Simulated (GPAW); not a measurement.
Input of a GPAW 26.7.0 run:

File run.py:

```python
from ase import Atoms
from ase.eos import EquationOfState
from ase.io import Trajectory
from ase.units import GPa
from gpaw import GPAW, PW, setup_paths

setup_paths.insert(0, '.')

atoms = Atoms(['Fe', 'Si', 'Si'],
              cell=[[2.684, 0.0, 0.0],
                    [0.0, 2.684, 0.0],
                    [0.0, 0.0, 5.128]],
              scaled_positions=[[0.0, 0.0, 0.0],
                                [0.5, 0.5, 0.73],
                                [0.5, 0.5, 0.27]],
              pbc=True)
atoms.set_initial_magnetic_moments([3.0, 0.0, 0.0])

traj = Trajectory('eos.traj', 'w')
volumes, energies = [], []
for x in [0.94, 0.96, 0.98, 1.0, 1.02, 1.04, 1.06]:
    a = atoms.copy()
    a.set_cell(atoms.cell * x**(1 / 3), scale_atoms=True)
    calc = GPAW(mode=PW(600),
                xc='PBEsol',
                kpts={'size': (10, 10, 5), 'gamma': True},
                occupations={'name': 'fermi-dirac', 'width': 0.05},
                nbands=19,
                convergence={'density': 1e-05, 'energy': 1e-05},
                maxiter=150,
                txt=f'eos-{x:.2f}.txt')
    a.calc = calc
    energies.append(a.get_potential_energy(force_consistent=True))
    volumes.append(a.get_volume())
    p = -a.get_stress()[:3].mean() / GPa
    calc.write(f'eos-{x:.2f}.gpw')
    traj.write(a)
    print(f'{x:.2f} {volumes[-1]:10.4f} A^3 {energies[-1]:14.6f} eV {p:9.3f} GPa', flush=True)

v0, e0, B = EquationOfState(volumes, energies, eos='birchmurnaghan').fit()
print(f'V0 = {v0:.4f} A^3, E0 = {e0:.6f} eV, B0 = {B / GPa:.2f} GPa')
```

Potentials or basis: PAW data sets generated in the run's folder for this functional, pw.

Command:

```bash
$ gpaw-setup -f PBEsol Fe Si
$ OMP_NUM_THREADS=1 python run.py
```

(1) Predict the pressure derivative of the bulk modulus.

(2) Predict the bulk modulus at fixed shape and positions.

(3) Predict the equilibrium volume.

Answers

(1) 4.7.

(2) 203 GPa.

(3) 12.36 Å³/atom.

Caveat: the cell was scaled at fixed shape and fractional positions, which overstates the stiffness of a crystal with free parameters, most of all of layers and chains.
